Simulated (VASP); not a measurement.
# ZnO (P6_3/mmc) in VASP: further runs

One crystal, ZnO, is run at these levels: PBE, PBEsol; tasks: single point.

Everything below comes from runs of VASP 6.6.1. Logs are shortened: lines on timing, memory, paths and dates and some standing lists are left out, and cuts for length are marked.

## 1. The crystal as given

It takes space group P6_3/mmc (No. 194, hexagonal). Conventional cell: a = 3.288 Å, b = 3.288 Å, c = 7.130 Å, α = 90.00°, β = 90.00°, γ = 120.00°. Zn (site symmetry -6m2) has 3 O at 1.90 Å as nearest neighbours. O (site symmetry -6m2) has 3 Zn at 1.90 Å as nearest neighbours.

Measurements of this composition are mostly on another form, of space group No. 186.

## 2. Single point, PBE, spin-orbit coupling, no magnetisation

The input, INCAR:

```
PREC = Accurate ; ENCUT = 400
EDIFF = 1E-7 ; ISMEAR = 0
SIGMA = 0.02 ; LREAL = False
LASPH = True ; NELM = 100
ALGO = Normal ; ISIF = 2
LWAVE = False ; LCHARG = False
MAGMOM = 0 0 0 0 0 0 0 0 0 0 0 0 ; LORBIT = 11
LSORBIT = True ; GGA_COMPAT = False
GGA = PE ; NBANDS = 52
```

The input, KPOINTS:

```
regular mesh
0
Gamma
  8 8 4
```

The input, POSCAR:

```
ZnO
1.0
    3.2879671587      0.0000000000      0.0000000000
   -1.6439835793      2.8474630862      0.0000000000
    0.0000000000      0.0000000000      7.1304413500
Zn O
2 2
Direct
    0.0000000000      0.0000000000      0.2500000000
    0.0000000000      0.0000000000      0.7500000000
    0.6666666667      0.3333333333      0.7500000000
    0.3333333333      0.6666666667      0.2500000000
```

Potentials or basis: VASP PAW PBE potentials, release 64 (Zn, O).

Started as:

```
cat potpaw_PBE.64/Zn/POTCAR potpaw_PBE.64/O/POTCAR > POTCAR
mpirun -np 1 vasp_ncl > vasp.out
```

OUTCAR:

```text
PREC = Accurate
   ENCUT = 400
   EDIFF = 1E-7
   ISMEAR = 0
   LREAL = False
   LASPH = True
   NELM = 100
   ISIF = 2
   LORBIT = 11
   LSORBIT = True
   GGA = PE

 Found     30 irreducible k-points:

 Following reciprocal coordinates:
            Coordinates               Weight
  0.000000  0.000000  0.000000      1.000000
  0.125000  0.000000  0.000000      6.000000
  0.250000  0.000000  0.000000      6.000000
  0.375000  0.000000  0.000000      6.000000
  0.500000  0.000000  0.000000      3.000000
  0.125000  0.125000  0.000000      6.000000
   k-points           NKPTS =     30   k-points in BZ     NKDIM =     30   number of bands    NBANDS=     52
   number of dos      NEDOS =    301   number of ions     NIONS =      4
   total plane-waves  NPLWV =  27648
   dimension x,y,z NGX =    24 NGY =   24 NGZ =   48
   dimension x,y,z NGXF=    48 NGYF=   48 NGZF=   96
   ions per type =               2   2
   NGX,Y,Z   is equivalent  to a cutoff of  12.13, 12.13, 11.19 a.u.
   NGXF,Y,Z  is equivalent  to a cutoff of  24.27, 24.27, 22.38 a.u.
 SYSTEM =  unknown system
   PREC   = accura    normal or accurate (medium, high low for compatibility)
   ISTART =      0    job   : 0-new  1-cont  2-samecut
   ICHARG =      2    charge: 1-file 2-atom 10-const
   ISPIN  =      1    spin polarized calculation?
   LNONCOLLINEAR =      T non collinear calculations
   LSORBIT =      T    spin-orbit coupling
   LASPH  =      T    aspherical Exc in radial PAW
   ENCUT  =  400.0 eV  29.40 Ry    5.42 a.u.   5.36  5.36 11.63*2*pi/ulx,y,z
   NELM   =    100;   NELMIN=  2; NELMDL= -5     # of ELM steps
   EDIFF  = 0.1E-06   stopping-criterion for ELM
   LREAL  =      F    real-space projection
   EDIFFG = 0.1E-05   stopping-criterion for IOM
   NSW    =      0    number of steps for IOM
   IBRION =     -1    ionic relax: 0-MD 1-quasi-New 2-CG
   NFREE  =      0    steps in history (QN), initial steepest desc. (CG)
   ISIF   =      2    stress and relaxation
   ISYM   =      2    0-nonsym 1-usesym 2-fastsym
   POTIM  = 0.5000    time-step for ionic-motion
   TEBEG  =    0.0;   TEEND  =   0.0 temperature during run
   PSTRESS=    0.0 pullay stress
   NELECT =      36.0000    total number of electrons
   NUPDOWN=      -1.0000    fix difference up-down
   EMIN   =  10.00;   EMAX   =-10.00  energy-range for DOS
   EFERMI =   0.00;   METHOD = LEGACY
   ISMEAR =     0;   SIGMA  =   0.02  broadening in eV -4-tet -1-fermi 0-gaus
   EFERMI_NEDOS =   21; number of points for ismear=-14 and -15
   IALGO  =     38    algorithm
   IMIX   =      4    mixing-type and parameters
     AMIX     =   0.40;   BMIX     =  1.00
     AMIX_MAG =   1.60;   BMIX_MAG =  1.00
  volume/ion in A,a.u.               =      16.69       112.63
  Fermi-wavevector in a.u.,A,eV,Ry     =   1.332524  2.518105 24.158775  1.775620
  Thomas-Fermi vector in A             =   2.461452
   LORBIT       =     11    0 simple, 1 ext, 2 COOP (PROOUT), +10 PAW based schemes
   GGA     = PE    functional components
   LHFCALC =     F    Hartree Fock is set to
   AEXX    =    0.0000 exact exchange contribution
   IVDW    =     0    specifies the selected vdW correction
   LEPSILON=     F    determine dielectric tensor
   LRPA    =     F    only Hartree local field effects (RPA)
 Gauss-broadening in eV      SIGMA  =   0.02
  energy-cutoff  :      400.00
  volume of cell :       66.76
 maximum number of plane-waves:      2482
 NGX is ok and might be reduce to    24
   NGX = 11   NGY = 11   NGZ = 23

 number of electron      35.9999965 magnetization      -0.0000000     -0.0000000     -0.0000000

 number of electron      35.9999965 magnetization       0.0000000      0.0000000     -0.0000000

 number of electron      35.9999965 magnetization       0.0000000     -0.0000000     -0.0000000

 number of electron      35.9999965 magnetization       0.0000000      0.0000000      0.0000000

 Free energy of the ion-electron system (eV)
  ---------------------------------------------------
  ext. energy  EPLUGINS =         0.00000000
  ---------------------------------------------------
  free energy    TOTEN  =       -17.00751281 eV

  energy without entropy =      -17.00751281  energy(sigma->0) =      -17.00751281

 E-fermi :  -0.6099     XC(G=0):  -8.9245

 val. band max:       -0.7268257299   @ k =   0.0000   0.0000   0.0000
 cond. band min:       0.0607178041   @ k =   0.0000   0.0000   0.0000
 fundamental gap:      0.7875435340
 Fermi energy:        -0.6099152002

 k-point     1 :       0.0000    0.0000    0.0000
  band No.  band energies     occupation
      1     -18.2316      1.00000
      2     -18.2316      1.00000
      3     -18.1516      1.00000
      4     -18.1516      1.00000
      5      -6.9689      1.00000
      6      -6.9689      1.00000
[... 40 lines left out ...]
     47      11.9958      0.00000
     48      11.9958      0.00000

 k-point     2 :       0.1250    0.0000    0.0000
  band No.  band energies     occupation
      1     -18.1624      1.00000
      2     -18.1624      1.00000
      3     -18.0871      1.00000
      4     -18.0871      1.00000
      5      -6.9475      1.00000
      6      -6.9475      1.00000
[... 40 lines left out ...]
     47      10.7533      0.00000
     48      10.7533      0.00000

 k-point     3 :       0.2500    0.0000    0.0000
  band No.  band energies     occupation
      1     -17.9883      1.00000
      2     -17.9883      1.00000
      3     -17.9291      1.00000
      4     -17.9291      1.00000
      5      -6.9202      1.00000
      6      -6.9202      1.00000
[... 40 lines left out ...]
     47      10.1224      0.00000
     48      10.1224      0.00000

 k-point     4 :       0.3750    0.0000    0.0000
  band No.  band energies     occupation
      1     -17.8045      1.00000
      2     -17.8045      1.00000
      3     -17.7693      1.00000
      4     -17.7693      1.00000
      5      -6.7887      1.00000
      6      -6.7887      1.00000
[... 40 lines left out ...]
     47       8.9704      0.00000
     48       8.9704      0.00000

 k-point     5 :       0.5000    0.0000    0.0000
  band No.  band energies     occupation
      1     -17.7233      1.00000
      2     -17.7233      1.00000
      3     -17.7064      1.00000
      4     -17.7064      1.00000
      5      -6.6692      1.00000
      6      -6.6692      1.00000
[... 40 lines left out ...]
     47       8.1575      0.00000
     48       8.1575      0.00000

 k-point     6 :       0.1250    0.1250    0.0000
  band No.  band energies     occupation
      1     -18.0400      1.00000
      2     -18.0400      1.00000
      3     -17.9755      1.00000
      4     -17.9755      1.00000
      5      -6.9332      1.00000
      6      -6.9332      1.00000
[... 40 lines left out ...]
     47      10.5254      0.00000
     48      10.5254      0.00000

 [... further k-points ...]

 [bands above 48 left out]

------------------------ aborting loop because EDIFF is reached ----------------------------------------

  FORCE on cell =-STRESS in cart. coord.  units (eV):
  Direction    XX          YY          ZZ          XY          YZ          ZX
  --------------------------------------------------------------------------------------
  -------------------------------------------------------------------------------------
  Total       -1.3179952     -1.3179952     -1.3674199     -0.0000000      0.0000000      0.0000000
  in kB      -31.6316918    -31.6316918    -32.8178766     -0.0000000      0.0000000      0.0000000
  external PRESSURE =     -32.0270867 kB  Pullay stress =       0.0000000 kB

 VOLUME and BASIS-vectors are now :
 -----------------------------------------------------------------------------
  energy-cutoff  :      400.00
  volume of cell :       66.76
      direct lattice vectors                 reciprocal lattice vectors
     3.287967159  0.000000000  0.000000000     0.304139291  0.175594901  0.000000000
    -1.643983579  2.847463086  0.000000000     0.000000000  0.351189803  0.000000000
     0.000000000  0.000000000  7.130441350     0.000000000  0.000000000  0.140243773

 POSITION                                       TOTAL-FORCE (eV/Angst)
 -----------------------------------------------------------------------------------
      0.00000      0.00000      1.78261         0.000000     -0.000000      0.000000
      0.00000      0.00000      5.34783         0.000000      0.000000     -0.000000
      1.64398      0.94915      5.34783         0.000000     -0.000000     -0.000000
     -0.00000      1.89831      1.78261        -0.000000      0.000000      0.000000
 -----------------------------------------------------------------------------------
    total drift:                               -0.000000      0.000000      0.000000

  FREE ENERGIE OF THE ION-ELECTRON SYSTEM (eV)
  ---------------------------------------------------
  free  energy   TOTEN  =       -17.0075128143 eV

  energy  without entropy=      -17.0075128143  energy(sigma->0) =      -17.00751281

 Spin-Orbit-Coupling matrix elements

 Ion:    1  E_soc:     -0.0079722
 l=   1
     0.0000000    -0.0003259    -0.0004330
    -0.0003259     0.0000000    -0.0003259
    -0.0004330    -0.0003259     0.0000000
 l=   2
     0.0000000    -0.0001796     0.0000000    -0.0001796    -0.0007453
    -0.0001796     0.0000000    -0.0006310    -0.0001754    -0.0001796
     0.0000000    -0.0006310     0.0000000    -0.0006310     0.0000000
    -0.0001796    -0.0001754    -0.0006310     0.0000000    -0.0001796
    -0.0007453    -0.0001796     0.0000000    -0.0001796     0.0000000
 l=   3
     0.0000000     0.0000000     0.0000000     0.0000000     0.0000000     0.0000000     0.0000000
     0.0000000     0.0000000     0.0000000     0.0000000     0.0000000     0.0000000     0.0000000
     0.0000000     0.0000000     0.0000000     0.0000000     0.0000000     0.0000000     0.0000000
     0.0000000     0.0000000     0.0000000     0.0000000     0.0000000     0.0000000     0.0000000
     0.0000000     0.0000000     0.0000000     0.0000000     0.0000000     0.0000000     0.0000000
     0.0000000     0.0000000     0.0000000     0.0000000     0.0000000     0.0000000     0.0000000
     0.0000000     0.0000000     0.0000000     0.0000000     0.0000000     0.0000000     0.0000000

 Ion:    2  E_soc:     -0.0079722
 l=   1
     0.0000000    -0.0003259    -0.0004330
    -0.0003259     0.0000000    -0.0003259
    -0.0004330    -0.0003259     0.0000000
 l=   2
     0.0000000    -0.0001796     0.0000000    -0.0001796    -0.0007453
    -0.0001796     0.0000000    -0.0006310    -0.0001754    -0.0001796
     0.0000000    -0.0006310     0.0000000    -0.0006310     0.0000000
    -0.0001796    -0.0001754    -0.0006310     0.0000000    -0.0001796
    -0.0007453    -0.0001796     0.0000000    -0.0001796     0.0000000
 l=   3
     0.0000000     0.0000000     0.0000000     0.0000000     0.0000000     0.0000000     0.0000000
     0.0000000     0.0000000     0.0000000     0.0000000     0.0000000     0.0000000     0.0000000
     0.0000000     0.0000000     0.0000000     0.0000000     0.0000000     0.0000000     0.0000000
     0.0000000     0.0000000     0.0000000     0.0000000     0.0000000     0.0000000     0.0000000
     0.0000000     0.0000000     0.0000000     0.0000000     0.0000000     0.0000000     0.0000000
     0.0000000     0.0000000     0.0000000     0.0000000     0.0000000     0.0000000     0.0000000
     0.0000000     0.0000000     0.0000000     0.0000000     0.0000000     0.0000000     0.0000000

 Ion:    3  E_soc:     -0.0002203
 l=   1
     0.0000000    -0.0000353    -0.0000396
    -0.0000353     0.0000000    -0.0000353
    -0.0000396    -0.0000353     0.0000000
 l=   2
     0.0000000     0.0000000     0.0000000     0.0000000     0.0000000
     0.0000000     0.0000000     0.0000000     0.0000000     0.0000000
     0.0000000     0.0000000     0.0000000     0.0000000     0.0000000
     0.0000000     0.0000000     0.0000000     0.0000000     0.0000000
     0.0000000     0.0000000     0.0000000     0.0000000     0.0000000
 l=   3
     0.0000000     0.0000000     0.0000000     0.0000000     0.0000000     0.0000000     0.0000000
     0.0000000     0.0000000     0.0000000     0.0000000     0.0000000     0.0000000     0.0000000
     0.0000000     0.0000000     0.0000000     0.0000000     0.0000000     0.0000000     0.0000000
     0.0000000     0.0000000     0.0000000     0.0000000     0.0000000     0.0000000     0.0000000
     0.0000000     0.0000000     0.0000000     0.0000000     0.0000000     0.0000000     0.0000000
     0.0000000     0.0000000     0.0000000     0.0000000     0.0000000     0.0000000     0.0000000
     0.0000000     0.0000000     0.0000000     0.0000000     0.0000000     0.0000000     0.0000000

 Ion:    4  E_soc:     -0.0002203
 l=   1
     0.0000000    -0.0000353    -0.0000396
    -0.0000353     0.0000000    -0.0000353
    -0.0000396    -0.0000353     0.0000000
 l=   2
     0.0000000     0.0000000     0.0000000     0.0000000     0.0000000
     0.0000000     0.0000000     0.0000000     0.0000000     0.0000000
     0.0000000     0.0000000     0.0000000     0.0000000     0.0000000
     0.0000000     0.0000000     0.0000000     0.0000000     0.0000000
     0.0000000     0.0000000     0.0000000     0.0000000     0.0000000
 l=   3
     0.0000000     0.0000000     0.0000000     0.0000000     0.0000000     0.0000000     0.0000000
     0.0000000     0.0000000     0.0000000     0.0000000     0.0000000     0.0000000     0.0000000
     0.0000000     0.0000000     0.0000000     0.0000000     0.0000000     0.0000000     0.0000000
     0.0000000     0.0000000     0.0000000     0.0000000     0.0000000     0.0000000     0.0000000
     0.0000000     0.0000000     0.0000000     0.0000000     0.0000000     0.0000000     0.0000000
     0.0000000     0.0000000     0.0000000     0.0000000     0.0000000     0.0000000     0.0000000
     0.0000000     0.0000000     0.0000000     0.0000000     0.0000000     0.0000000     0.0000000

 total charge

# of ion       s       p       d       tot
------------------------------------------
    1        0.498   0.475   9.873  10.846
    2        0.498   0.475   9.873  10.846
    3        1.570   3.460   0.000   5.030
    4        1.570   3.460   0.000   5.030
--------------------------------------------------
tot          4.136   7.871  19.746  31.753

 magnetization (x)

# of ion       s       p       d       tot
------------------------------------------
    1       -0.000   0.000  -0.000  -0.000
    2        0.000   0.000  -0.000  -0.000
    3       -0.000   0.000   0.000  -0.000
    4        0.000   0.000   0.000   0.000
--------------------------------------------------
tot          0.000   0.000  -0.000  -0.000

 magnetization (y)

# of ion       s       p       d       tot
------------------------------------------
    1       -0.000   0.000  -0.000  -0.000
    2       -0.000   0.000  -0.000  -0.000
    3        0.000   0.000   0.000   0.000
    4        0.000   0.000   0.000   0.000
--------------------------------------------------
tot         -0.000   0.000  -0.000   0.000

 magnetization (z)

# of ion       s       p       d       tot
------------------------------------------
    1        0.000   0.000   0.000   0.000
    2        0.000   0.000   0.000   0.000
    3        0.000   0.000   0.000   0.000
    4        0.000   0.000   0.000   0.000
--------------------------------------------------
tot          0.000   0.000   0.000   0.000
```

Run time: 3.8 min. Hardware: 1 thread of AMD EPYC 7R43 (Zen 3), shared host; peak memory 0.29 GiB.

The run converged, but some of its settings lie outside the range that counts as converged, so its numbers aren't taken as properties of the crystal.

What came out:

```
Free energy                                           : -17.0075 eV
Valence electrons inside the program's atomic spheres : Zn 10.85; O 5.03
```

Caveat: the cutoff is under 1.25 times the usual one of these potentials, so pressure, stress and relaxed cells hold a basis-set (Pulay) error.

## 3. Single point, PBE, spin-orbit coupling, no magnetisation

INCAR, as its differences from that of step 2:

```diff
@@ -1,2 +1,2 @@
-PREC = Accurate ; ENCUT = 400
+PREC = Accurate ; ENCUT = 500
 EDIFF = 1E-7 ; ISMEAR = 0
```

KPOINTS is that of step 2.

POSCAR is that of step 2.

Potentials or basis: VASP PAW PBE potentials, release 64 (Zn, O).

Started as:

```
cat potpaw_PBE.64/Zn/POTCAR potpaw_PBE.64/O/POTCAR > POTCAR
mpirun -np 1 vasp_ncl > vasp.out
```

Wall time 4.1 min (1 thread of AMD EPYC 7R43 (Zen 3), shared host); peak memory 0.34 GiB.

These settings aren't checked as converged: the numbers below hold their error.

What came out:

| Item | Value |
| --- | --- |
| Free energy | -16.9746 eV |
| Pressure | 0.0 GPa |
| Valence electrons inside the program's atomic spheres | Zn 10.85; O 4.99 |

## 4. Single point, PBEsol (grid = ENCUT=400 dk=1.6 cell=1x1x1 ISMEAR=0 SIGMA=0.05 LREAL=Auto EDIFF=1e-06)

The input, INCAR:

```
  PREC = Accurate
  ENCUT = 400
  EDIFF = 1E-6
  ISMEAR = 0
  SIGMA = 0.05
  LREAL = Auto
  LASPH = T
  NELM = 120
  ALGO = Fast
  ISIF = 2
  LWAVE = F
  LCHARG = F
  GGA = PS
  NBANDS = 26
```

The input, KPOINTS:

```
Automatic mesh
0
Gamma
  2 2 1
```

POSCAR is that of step 3.

Potentials or basis: VASP PAW PBE potentials, release 64 (Zn, O).

Started as:

```
cat potpaw_PBE.64/Zn/POTCAR potpaw_PBE.64/O/POTCAR > POTCAR
mpirun -np 1 vasp_std > vasp.out
```

OUTCAR:

```text
PREC = Accurate
   ENCUT = 400
   EDIFF = 1E-6
   ISMEAR = 0
   LREAL = Auto
   LASPH = T
   NELM = 120
   ISIF = 2
   GGA = PS

 Found      2 irreducible k-points:

 Following reciprocal coordinates:
            Coordinates               Weight
  0.000000  0.000000  0.000000      1.000000
  0.500000  0.000000  0.000000      3.000000
   k-points           NKPTS =      2   k-points in BZ     NKDIM =      2   number of bands    NBANDS=     26
[... 135 lines left out ...]
  FORCE on cell =-STRESS in cart. coord.  units (eV):
  Direction    XX          YY          ZZ          XY          YZ          ZX
  --------------------------------------------------------------------------------------
  -------------------------------------------------------------------------------------
  Total       -2.8795247     -2.8795247     -1.5762401     -0.0000000      0.0000000      0.0000000
  in kB      -69.1081720    -69.1081720    -37.8295326     -0.0000000      0.0000000      0.0000000
  external PRESSURE =     -58.6819589 kB  Pullay stress =       0.0000000 kB

 VOLUME and BASIS-vectors are now :
 -----------------------------------------------------------------------------
  energy-cutoff  :      400.00
  volume of cell :       66.76
      direct lattice vectors                 reciprocal lattice vectors
     3.287967159  0.000000000  0.000000000     0.304139291  0.175594901  0.000000000
    -1.643983579  2.847463086  0.000000000     0.000000000  0.351189803  0.000000000
     0.000000000  0.000000000  7.130441350     0.000000000  0.000000000  0.140243773

 POSITION                                       TOTAL-FORCE (eV/Angst)
 -----------------------------------------------------------------------------------
      0.00000      0.00000      1.78261         0.000000     -0.000000      0.000000
      0.00000      0.00000      5.34783         0.000000     -0.000000      0.000000
      1.64398      0.94915      5.34783        -0.000000      0.000000     -0.000000
     -0.00000      1.89831      1.78261         0.000000     -0.000000     -0.000000
 -----------------------------------------------------------------------------------
    total drift:                               -0.000000      0.000000      0.000000

  FREE ENERGIE OF THE ION-ELECTRON SYSTEM (eV)
  ---------------------------------------------------
  free  energy   TOTEN  =       -17.1263628760 eV

  energy  without entropy=      -17.1263628760  energy(sigma->0) =      -17.12636288
```

It took 7.6 s on 1 thread of Intel Xeon Platinum 8259CL at 2.50GHz (Skylake/Cascade Lake), shared host; peak memory 0.15 GiB.

These settings aren't checked as converged: the numbers below hold their error.

Results:

| Quantity | Value |
| --- | --- |
| Free energy | -17.1264 eV |
| Band gap on the k mesh | 0.56 eV, direct |

Caveat: the k mesh is coarse (spacing up to 1.10 Å⁻¹), so the values aren't converged; the cutoff is under 1.25 times the usual one of these potentials, so pressure, stress and relaxed cells hold a basis-set (Pulay) error; the PAW data sets were made with another functional, which shifts forces and pressure a little.

(Continued in part 2 of 2.)
